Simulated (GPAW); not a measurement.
Here is a GPAW 26.7.0 calculation.

run.py

```python
from ase.dft.bandgap import bandgap
from ase.io import read, write
from ase.units import GPa
from gpaw import GPAW, PW, setup_paths

setup_paths.insert(0, '.')

atoms = read('POSCAR')

calc = GPAW(mode=PW(800),
            xc='PBEsol',
            kpts={'size': (7, 7, 5), 'gamma': True},
            occupations={'name': 'fermi-dirac', 'width': 0.05},
            setups={'Cu': ':d,4.0'},
            nbands=33,
            convergence={'density': 1e-05, 'energy': 1e-05},
            maxiter=150,
            txt='gpaw.txt')
atoms.calc = calc
energy = atoms.get_potential_energy()
forces = atoms.get_forces()
stress = atoms.get_stress()
calc.write('gs.gpw')
write('result.traj', atoms)
print(f'Energy: {energy:.6f} eV')
print('Forces (eV/A):')
print(forces.round(4))
print('Stress (GPa):', (stress / GPa).round(3))
print('Fermi level:', round(calc.get_fermi_level(), 4), 'eV')
print(f'Gap: {bandgap(calc)[0]:.4f} eV, direct: {bandgap(calc, direct=True)[0]:.4f} eV')

path = atoms.cell.bandpath('GMKGALHA,LM,KH', npoints=100, eps=1e-4)
bs_calc = calc.fixed_density(kpts=path, symmetry='off', nbands=46,
                             convergence={'bands': 'CBM+6.0', 'eigenstates': 1e-6}, txt='bands.txt')
bs = bs_calc.band_structure()
bs.write('bs.json')
print(f'Gap on the path: {bandgap(bs_calc)[0]:.4f} eV')
```

Contents of POSCAR:

```
CuO
1.0
    3.1795331014      0.0000000000      0.0000000000
   -1.5897665507      2.7535564380      0.0000000000
    0.0000000000      0.0000000000      4.4314907300
Cu O
2 2
Direct
    0.0000000000      0.0000000000      0.0000000000
    0.0000000000      0.0000000000      0.5000000000
    0.3333333333      0.6666666667      0.2500000000
    0.6666666667      0.3333333333      0.7500000000
```

Potentials or basis: PAW data sets generated in the run's folder for this functional, pw.

Command:

```bash
$ gpaw-setup -f PBEsol Cu O
$ OMP_NUM_THREADS=1 python run.py
```

(1) Estimate the pressure.

(2) What does it give for the band gap along the path?

Results:

(1) -2.8 GPa.

(2) none (metal or under the smearing width).

Caveat: with this Cu data set, volumes or pressures lay over 1.5 % or 2 GPa off other programs in two to four cells of ten; the run has no spin polarisation, though such a crystal can be magnetic; U without spin polarisation on a metal has little footing.
